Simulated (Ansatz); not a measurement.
# Defect calculation, host ZnSe

These are results of DFT PBE, scalar-relativistic, plane waves, PAW (Ansatz), not measurements. (420 eV cutoff, 2×2×2 k-mesh, shifted by half a step, Gaussian smearing of 0.01 eV, collinear spin in charge 0 alone)

Host crystal, relaxed:

```
Zn Se
1.0
     0.00000    2.86588    2.86588
     2.86588    0.00000    2.86588
     2.86588    2.86588    0.00000
Zn Se
1 1
Direct
  0.00000 0.00000 0.00000
  0.75000 0.75000 0.75000
```

Supercell of 32 atoms, rows in host cell vectors: -3 1 1; 1 1 -3; 1 -3 1. Atoms relax at the host's cell from a start displaced at random by 0.06 Å near the defect, so other minima may exist. The cell is small, so energies carry finite-size errors of tenths of an eV. The host's Kohn–Sham gap is 1.15 eV. Atoms are taken from and returned to the elements' standard states. Charged cells are corrected for image charges with the computed static dielectric tensor (mean 10.8) and aligned with the host's potential at far atoms (alignment terms reach 0.06 eV). No band-filling term is added, and the Fermi level counts from the host's valence band top.

The defect is an interstitial at (0.250, 0.250, 0.250) of the host cell.

```json
{"charge": "+1", "E_f at the valence band top (eV)": "0.43", "over the neutral state (eV)": "-1.74", "moment (μB)": "0.00", "largest move (Å)": "2.41", "atoms near the site": "1 Se at 1.49 Å, 1 Zn at 2.09 Å"}
{"charge": "0", "E_f at the valence band top (eV)": "2.18", "over the neutral state (eV)": "0.00", "moment (μB)": "1.00", "largest move (Å)": "0.52", "atoms near the site": "1 Zn at 1.78 Å, 1 Zn at 2.67 Å, 1 Se at 2.68 Å, 2 Zn at 2.69 Å, 2 Se at 2.69 Å"}
{"charge": "-1", "E_f at the valence band top (eV)": "2.84", "over the neutral state (eV)": "0.67", "moment (μB)": "0.00", "largest move (Å)": "0.69", "atoms near the site": "1 Zn at 1.74 Å, 1 Zn at 1.77 Å"}
```

Among the charges computed the stable one is +1 at the valence band top and stays so across the gap. Other sites of the defect weren't tried.

Q: Which element is it? Judge by the nearest distance in charge 0 and covalent radii.
A. Bi
B. Sc
C. Te
D. H
E. Y

A: D. The nearest neighbour is Zn at 1.78 Å, and the summed covalent radii with Zn are 2.70 Å for Bi, 1.53 Å for H, 2.92 Å for Sc, 2.60 Å for Te, 3.12 Å for Y, so H fits best. Bonds can miss such sums by a tenth of an ångström or more.